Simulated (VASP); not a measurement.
A run of VASP 6.6.1 is set up as follows.

Contents of INCAR:

```
PREC = Accurate ; ENCUT = 600
EDIFF = 1E-6 ; ISMEAR = 0
SIGMA = 0.03 ; LREAL = False
LASPH = True ; NELM = 80
ALGO = Normal ; ISIF = 3
LWAVE = False ; LCHARG = False
METAGGA = R2SCAN ; LMIXTAU = True
IBRION = 2 ; NSW = 90
EDIFFG = -0.01 ; PSTRESS = 66.6
```

File KPOINTS:

```
regular mesh
0
Gamma
  8 8 8
```

The input POSCAR:

```
NaCl
1.0
    0.0000000000      2.8100000000      2.8100000000
    2.8100000000      0.0000000000      2.8100000000
    2.8100000000      2.8100000000      0.0000000000
Na Cl
1 1
Direct
    0.0000000000      0.0000000000      0.0000000000
    0.5000000000      0.5000000000      0.5000000000
```

Potentials or basis: VASP PAW PBE potentials, release 64 (Na_pv, Cl).

Run with:

```sh
$ cat potpaw_PBE.64/Na_pv/POTCAR potpaw_PBE.64/Cl/POTCAR > POTCAR
$ mpirun -np 1 vasp_std > vasp.out
```

Question: Estimate the band gap on the k mesh.

Answer: 6.82 eV, direct.

Question: Predict the relaxed volume.

Answer: 18.58 Å³/atom.

Question: Predict the space group after relaxing (to 0.05 Å).

Answer: Fm-3m (No. 225).

Question: Estimate the relaxed cell.

Answer: a = 3.745 Å, b = 3.745 Å, c = 3.745 Å, α = 60.00°, β = 60.00°, γ = 60.00°.

Final structure:
```yaml
crystal:
  lattice:
    - [0.00000, 2.64838, 2.64838]
    - [2.64838, 0.00000, 2.64838]
    - [2.64838, 2.64838, 0.00000]
  atoms:
    - { symbol: Na, position: [0.00000, 0.00000, 0.00000] }
    - { symbol: Cl, position: [0.50000, 0.50000, 0.50000] }
```

Caveat: the cell is relaxed towards a set pressure, so the enthalpy falls and the energy may rise; the volume moved by over 15 % at a fixed basis, so the end points are rough; the PAW data sets were made with another functional, which shifts forces and pressure a little. r2SCAN opens gaps a little over a GGA but as a rule still falls short of measured ones.
